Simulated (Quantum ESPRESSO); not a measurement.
Runs of Quantum ESPRESSO 7.5 on Co. It takes space group P6_3/mmc (No. 194, hexagonal). Conventional cell: a = 2.472 Å, b = 2.472 Å, c = 4.021 Å, α = 90.00°, β = 90.00°, γ = 120.00°. Around Co (site symmetry -6m2) lie 12 Co at 2.47 Å. 

```csv
level,U,gap on the mesh (eV),pressure (GPa),moment (μB)
PBEsol+U,Co d U = 6 eV,none,3.9,3.76
PBEsol+U,Co d U = 8 eV,none,6.4,3.86
PBEsol,-,none,-5.4,3.29
PBEsol+U,Co d U = 1 eV,none,(a),3.43
PBEsol+U,Co d U = 4 eV,none,(c),3.67
PBEsol+U,Co d U = 5 eV,none,(b),3.67
PBEsol+U,Co d U = 3 eV,none,-0.7,3.60
PBEsol+U,Co d U = 2 eV,none,-1.7,3.57
```

Alike in all rows: task single point; potentials or basis GBRV 1.5 PBEsol; spin collinear, ferromagnetic start; cell as given; k mesh 12 × 12 × 7; cutoff (eV) 762; smearing fermi-dirac 0.05 eV.

Task: Fill in the values left out.

Result: (a) -3.7; (b) 3.0; (c) 2.4.

Caveats: the U is typed as a test and isn't derived for this compound (some runs).

A gap of «none» marks a metal or a gap under the smearing width.
